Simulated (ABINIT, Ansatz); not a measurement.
# BeS (F-43m): from Born charge to LO-TO splitting

Aim: work out the LO frequency and the static dielectric constant of BeS (F-43m) from one linear-response run, then check them.

Method: DFT LDA, scalar-relativistic, plane waves, PseudoDojo norm-conserving pseudopotentials, in ABINIT 10.8.3.

The database entry behind the starting cell differs from later determinations by our own check (0.1 to 0.3 % short, probably kX units), so it need not match the best structure at ambient conditions.

**1. The relaxed structure**

The structure is cubic, space group F-43m (No. 216). Conventional cell: a = 4.796 Å, b = 4.796 Å, c = 4.796 Å, α = 90.00°, β = 90.00°, γ = 90.00°. Be has 4 S at 2.08 Å nearest. S has 4 Be at 2.08 Å nearest. Farther neighbours and most contacts between anions are not listed.

This is the cell after its relaxation at this level of theory, not the database cell from which that began.

**2. What the response run gave**

A linear-response run on the relaxed cell, with the response to an electric field; only its zone-centre results are used. Cutoff 38 Ha, k mesh 6×6×6 with shifts.

Numbers of over 12 decimals in the logs are rounded to 6 here.

Log:

```text
[banners, grids, parts of the stress and lines that vanish by symmetry left out]
- input  file    -> dfpt_gamma.abi
- output file    -> dfpt_gamma.abo
- root for input  files -> dfpt_gammai
[...]
DATASET    1 : space group F-4 3 m (#216); Bravais cF (face-center cubic)
[...]
nfft =       46656          nkpt =         432
[...]
DATASET    2 : space group F-4 3 m (#216); Bravais cF (face-center cubic)
[...]
nfft =       46656          nkpt =         432
[...]
== DATASET  1 ==================================================================
[...]
cutoff_energies: {ecut:  38.0, pawecutdg:  -1.0, }
[...]
- 16.00000   6.00000  180309                  znucl, zion, pspdat
[...]
Perturbation : derivative vs k along direction   1
[...]
-ETOT  1  -14.606519083087     -1.461E+01 4.606E+00 0.000E+00
 ETOT  2  -14.628542414467     -2.202E-02 1.006E-03 0.000E+00
 ETOT  3  -14.628603658838     -6.124E-05 2.871E-06 0.000E+00
 ETOT  4  -14.628603893850     -2.350E-07 1.374E-08 0.000E+00
 ETOT  5  -14.628603894878     -1.028E-09 9.162E-11 0.000E+00
[...]
At SCF step   10   max residual=  9.99E-21 < tolwfr=  1.00E-20 =>converged.
[...]
Perturbation : derivative vs k along direction   2
[...]
-ETOT  1  -14.606519081855     -1.461E+01 4.606E+00 0.000E+00
[...]
At SCF step   10   max residual=  9.99E-21 < tolwfr=  1.00E-20 =>converged.
[...]
Perturbation : derivative vs k along direction   3
[...]
-ETOT  1  -14.606519080622     -1.461E+01 4.606E+00 0.000E+00
[...]
At SCF step   10   max residual=  9.99E-21 < tolwfr=  1.00E-20 =>converged.
[...]
1        1       1.6648013103    0.0000000000
     1        2      -0.8324006551   -0.0000000000
     1        3      -0.8324006551   -0.0000000000
     2        1      -0.8324006551   -0.0000000000
     2        2       1.6648013102   -0.0000000000
     2        3       0.8324006551   -0.0000000000
     3        1      -0.8324006551   -0.0000000000
     3        2       0.8324006551   -0.0000000000
     3        3       1.6648013103    0.0000000000
[...]
== DATASET  2 ==================================================================
[...]
cutoff_energies: {ecut:  38.0, pawecutdg:  -1.0, }
[...]
Perturbation : displacement of atom   1   along direction   1
[...]
-ETOT  1   5.085553     -3.244E+03 6.916E+01 6.284E+02
[...]
At SCF step    9       vres2   =  2.33E-11 < tolvrs=  1.00E-10 =>converged.
[...]
At SCF step    9       vres2   =  1.07E-12 < tolvrs=  1.00E-10 =>converged.
[...]
-ETOT  1   1.246409     -1.628E+01 6.639E+01 2.681E+03
[...]
ETOT  8  0.665599     -5.535E-12 3.365E-14 1.539E-10
 ETOT  9  0.665599     -3.482E-13 4.570E-16 1.122E-12
 At SCF step    9       vres2   =  1.12E-12 < tolvrs=  1.00E-10 =>converged.
[...]
Dielectric tensor, in cartesian coordinates,
[...]
1    4   1    4         5.4361204756        -0.0000000000
   1    4   2    4        -0.0000000000        -0.0000000000
   1    4   3    4        -0.0000000000        -0.0000000000
   2    4   1    4        -0.0000000000        -0.0000000000
   2    4   2    4         5.4361204756        -0.0000000000
   2    4   3    4         0.0000000000        -0.0000000000
   3    4   1    4        -0.0000000000        -0.0000000000
   3    4   2    4         0.0000000000        -0.0000000000
   3    4   3    4         5.4361204756        -0.0000000000
  Effective charges, in cartesian coordinates,
[...]
1    1   1    4         1.5401131009         0.0000000000
   2    1   1    4        -0.0000000000         0.0000000000
   3    1   1    4         0.0000000000         0.0000000000
   1    2   1    4        -1.5402289831         0.0000000000
   2    2   1    4         0.0000000000         0.0000000000
[...]
Effective charges, in cartesian coordinates,
[...]
Rigid-atom elastic tensor , in cartesian coordinates,
[...]
Rigid-atom proper piezoelectric tensor, in cartesian coordinates,
[...]
2    4   2    6         0.0115831492         0.0000000000
   2    4   3    6         0.0000000000         0.0000000000
   3    4   1    5         0.0000000000         0.0000000000
   3    4   2    5         0.0000000000         0.0000000000
   3    4   3    5         0.0000000000         0.0000000000
   3    4   1    6         0.0000000000         0.0000000000
   3    4   2    6        -0.0000000000         0.0000000000
   3    4   3    6         0.0115831492         0.0000000000
  Phonon wavevector (reduced coordinates) :  0.00000  0.00000  0.00000
 Phonon energies in Hartree :
[...]
Phonon frequencies in cm-1    :
-  3.165198E-01  3.165199E-01  3.165203E-01  5.936259E+02  5.936259E+02
-  5.936259E+02
  Phonon at Gamma, with non-analyticity in the
[...]
Phonon energies in Hartree :
[...]
Phonon frequencies in cm-1    :
-  3.165198E-01  3.165199E-01  3.166516E-01  5.936259E+02  5.936259E+02
-  6.804925E+02
  Phonon at Gamma, with non-analyticity in the
[...]
Phonon energies in Hartree :
[...]
Phonon frequencies in cm-1    :
-  3.165198E-01  3.165203E-01  3.166512E-01  5.936259E+02  5.936259E+02
-  6.804925E+02
  Phonon at Gamma, with non-analyticity in the
[...]
Phonon energies in Hartree :
[...]
Phonon frequencies in cm-1    :
-  3.165199E-01  3.165203E-01  3.166511E-01  5.936259E+02  5.936259E+02
-  6.804925E+02
[...]
fcart2     0.0000000000E+00  0.0000000000E+00  0.0000000000E+00
           strten2     0.0000000000E+00  0.0000000000E+00  0.0000000000E+00
================================================================================
```

| quantity | value |
| --- | --- |
| cell volume Ω (Å³) | 27.576 |
| mass of Be (u) | 9.012 |
| mass of S (u) | 32.060 |
| Born charge of Be, raw (e) | 1.540 |
| Born charge of S, raw (e) | -1.540 |
| ε∞ | 5.436 |
| ω(TO) after the sum rule (cm⁻¹) | 593.6 |

**3. The calculation**

The charges must sum to zero over the cell; taking off their mean, 0.000 e, leaves Z* = 1.540 e on Be. In the polar mode Be moves against S, so the reduced mass is μ = 9.01 × 32.06 / 41.07 = 7.035 u.

A longitudinal wave builds up a field that adds to the restoring force: ω(LO)² = ω(TO)² + 4π Z*² / (μ Ω ε∞), in Hartree atomic units. With μ = 12823 electron masses and Ω = 186.09 bohr³ the second term is 2.2978e-06 Ha², or 110685 cm⁻² (1 Ha = 219474.6 cm⁻¹).

So ω(LO) = √(352397 + 110685) = 680.5 cm⁻¹, and by the Lyddane-Sachs-Teller relation ε₀ = ε∞ (ω(LO)/ω(TO))² = 7.14.

**4. Check against the program**

The analysis program adds the same non-analytic term to the full matrix.

Log:

```text
[banners, grids, parts of the stress and lines that vanish by symmetry left out]
-outvars_anaddb: echo values of input variables ----------------------

 Flags :
[...]
Dielectric Tensor and Effective Charges
[...]
Effective charge tensors after
[...]
Phonon wavevector (reduced coordinates) :  0.00000  0.00000  0.00000
 Phonon energies in Hartree :
[...]
Phonon energies in meV     :
-  0.000000E+00  0.000000E+00  0.000000E+00  7.360020E+01  7.360020E+01
-  7.360020E+01
 Phonon frequencies in cm-1    :
-  0.000000E+00  0.000000E+00  0.000000E+00  5.936256E+02  5.936256E+02
-  5.936256E+02
 Phonon frequencies in Thz     :
-  0.000000E+00  0.000000E+00  0.000000E+00  1.779645E+01  1.779645E+01
-  1.779645E+01
 Phonon energies in Kelvin  :
-  0.000000E+00  0.000000E+00  0.000000E+00  8.540948E+02  8.540948E+02
-  8.540948E+02
[...]
-  1  0.00000000E+00  5.30821669E-07 -3.65438563E-03
-     0.00000000E+00  0.00000000E+00  0.00000000E+00
-  2  0.00000000E+00  5.30821610E-07 -3.65438523E-03
-     0.00000000E+00  0.00000000E+00  0.00000000E+00
[...]
-  1  0.00000000E+00 -3.65438563E-03 -5.30821669E-07
-     0.00000000E+00  0.00000000E+00  0.00000000E+00
-  2  0.00000000E+00 -3.65438522E-03 -5.30821611E-07
-     0.00000000E+00  0.00000000E+00  0.00000000E+00
[...]
-  1  3.65438567E-03  0.00000000E+00  0.00000000E+00
-     0.00000000E+00  0.00000000E+00  0.00000000E+00
-  2  3.65438526E-03  0.00000000E+00  0.00000000E+00
-     0.00000000E+00  0.00000000E+00  0.00000000E+00
[...]
-  1  8.42488334E-07 -1.04873246E-06 -6.89321366E-03
-     0.00000000E+00  0.00000000E+00  0.00000000E+00
-  2 -2.36782231E-07  2.94747359E-07  1.93734494E-03
-     0.00000000E+00  0.00000000E+00  0.00000000E+00
[...]
-  1  1.51555029E-06  6.89321355E-03 -1.04854721E-06
-     0.00000000E+00  0.00000000E+00  0.00000000E+00
-  2 -4.25947000E-07 -1.93734491E-03  2.94695295E-07
-     0.00000000E+00  0.00000000E+00  0.00000000E+00
[...]
-  1  6.89321358E-03 -1.51542210E-06  8.42718879E-07
-     0.00000000E+00  0.00000000E+00  0.00000000E+00
-  2 -1.93734492E-03  4.25910975E-07 -2.36847027E-07
-     0.00000000E+00  0.00000000E+00  0.00000000E+00
[...]
-     1         -0.000000     0.000000    -0.000000     0.000000
-     2          0.000000    -0.000000    -0.000000     0.000000
-     3          0.000000     0.000000     0.000000     0.000000
-     4          0.000232    -0.000289    -1.899445     1.899445
-     5          0.000418     1.899445    -0.000289     1.899445
-     6          1.899445    -0.000418     0.000232     1.899445
[...]
-   1     Real    0.0000E+00  0.0000E+00  0.0000E+00  0.0000E+00  0.0000E+00  0.0000E+00  0.0000E+00
[...]
-  1  0.00000000E+00  5.29622067E-07 -3.65438563E-03
-     0.00000000E+00  0.00000000E+00  0.00000000E+00
-  2  0.00000000E+00  5.29622009E-07 -3.65438523E-03
-     0.00000000E+00  0.00000000E+00  0.00000000E+00
[...]
Phonon at Gamma, with non-analyticity in the
[...]
Phonon energies in Hartree :
[...]
Phonon energies in meV     :
-  0.000000E+00  0.000000E+00  0.000000E+00  7.360020E+01  7.360020E+01
-  8.437071E+01
 Phonon frequencies in cm-1    :
-  0.000000E+00  0.000000E+00  0.000000E+00  5.936256E+02  5.936256E+02
-  6.804957E+02
 Phonon frequencies in Thz     :
-  0.000000E+00  0.000000E+00  0.000000E+00  1.779645E+01  1.779645E+01
-  2.040075E+01
 Phonon energies in Kelvin  :
-  0.000000E+00  0.000000E+00  0.000000E+00  8.540948E+02  8.540948E+02
-  9.790815E+02
[...]
Phonon at Gamma, with non-analyticity in the
[...]
Phonon energies in Hartree :
[...]
Phonon energies in meV     :
-  0.000000E+00  0.000000E+00  0.000000E+00  7.360020E+01  7.360020E+01
-  8.437071E+01
 Phonon frequencies in cm-1    :
-  0.000000E+00  0.000000E+00  0.000000E+00  5.936256E+02  5.936256E+02
-  6.804957E+02
 Phonon frequencies in Thz     :
-  0.000000E+00  0.000000E+00  0.000000E+00  1.779645E+01  1.779645E+01
-  2.040075E+01
 Phonon energies in Kelvin  :
-  0.000000E+00  0.000000E+00  0.000000E+00  8.540948E+02  8.540948E+02
-  9.790815E+02
[...]
-  1  8.29377448E-07 -3.65438431E-03 -3.00854291E-06
-     0.00000000E+00  0.00000000E+00  0.00000000E+00
-  2  8.29345124E-07 -3.65438394E-03 -3.00857481E-06
-     0.00000000E+00  0.00000000E+00  0.00000000E+00
[...]
-  1  3.65438550E-03  8.28846567E-07  5.84026229E-07
-     0.00000000E+00  0.00000000E+00  0.00000000E+00
-  2  3.65438513E-03  8.28878700E-07  5.84058390E-07
-     0.00000000E+00  0.00000000E+00  0.00000000E+00
[...]
-  1  1.21213017E-03  4.15379348E-03 -5.36592365E-03
-     0.00000000E+00  0.00000000E+00  0.00000000E+00
-  2 -3.40670459E-04 -1.16742802E-03  1.50809848E-03
-     0.00000000E+00  0.00000000E+00  0.00000000E+00
[...]
-  1  5.49621125E-03 -3.79784114E-03 -1.69837010E-03
-     0.00000000E+00  0.00000000E+00  0.00000000E+00
-  2 -1.54471595E-03  1.06738724E-03  4.77328702E-04
-     0.00000000E+00  0.00000000E+00  0.00000000E+00
[...]
Direction                     Dielectric constant
[...]
Elastic Tensor (clamped ion) (unit:10^2GP):
[...]
Elastic Tensor (relaxed ion) (unit:10^2GP):
[...]
Calculation of the tensor related to piezoelectric effetc
[...]
Proper piezoelectric constants (clamped ion) (unit:c/m^2)
[...]
Proper piezoelectric constants (relaxed ion) (unit:c/m^2)
[...]
-0.00000000      0.14735598     -0.00000000
      0.00000000     -0.00000000      0.14735599
-
```

| quantity | by hand | program |
| --- | --- | --- |
| ω(LO) (cm⁻¹) | 680.5 | 680.5 |
| ε₀ | 7.14 | 7.14 |

**5. What came out**

| Property | Result |
| --- | --- |
| TO mode | 593.6 cm⁻¹ |
| LO mode | 680.5 cm⁻¹ |
| static dielectric constant | 7.144 |

What this shows: The LO mode of BeS (F-43m) lies at 680 cm⁻¹, 87 cm⁻¹ above the TO mode; the formula meets the program within 0.1 cm⁻¹, as it must for a cubic crystal with one polar mode. ω(LO)² − ω(TO)² goes with Z*²/ε∞: an error of 5 % in ε∞ would move the LO mode by 3.9 cm⁻¹, and semilocal functionals tend to overestimate ε∞. These are harmonic values at zero temperature, at the volume of this functional, for the structure held cubic; stability elsewhere in the zone is no part of this calculation.

[Host names and launcher messages were left out of these logs when they were recorded.]

[Logs are printed without paths, hosts, clocks, repeated set-up lines and the standing remarks that a program may print on its own settings, such as how far it seeks lower states.]

[Hosts, paths, dates, database ids (printed as entryN), source tags and the programs' standing remarks are cut or masked in the printed files.]
